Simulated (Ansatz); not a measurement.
## InPd in Ansatz: the effect of functional

The system is InPd.

```
In Pd
1.0
     3.29355    0.00000    0.00000
     0.00000    3.29355    0.00000
     0.00000    0.00000    3.29355
In Pd
1 1
Direct
  0.00000 0.00000 0.00000
  0.50000 0.50000 0.50000
```

The cell comes from a database or a generator and needn't be the stable form of this composition.

The cell isn't the ideal one: volume scaled by 1.02.

Alike in all runs:

```yaml
Program: Ansatz 0.2.0
Task: single point
Potentials_or_basis: Ansatz PAW
k_mesh: 8 × 8 × 8
Occupations: fermi-dirac, width 0.05 eV
Spin: no spin polarisation
```

**Question.** One run gave: pressure -9.2 GPa. Which functional did it use?
A. PBEsol
B. r2SCAN
C. LDA

**Answer.** C.

```csv
functional,cutoff,pressure (GPa)
LDA,420 eV (not typed: the program's choice for these potentials),-9.2
PBEsol,420 eV (not typed: the program's choice for these potentials),-5.3
r2SCAN,500 eV (not typed: the program's choice for these potentials),-3.0
```

Caveats: the PAW data sets come from PBE, with cores solved anew for the run's functional, which leaves a small shift of forces and pressure.
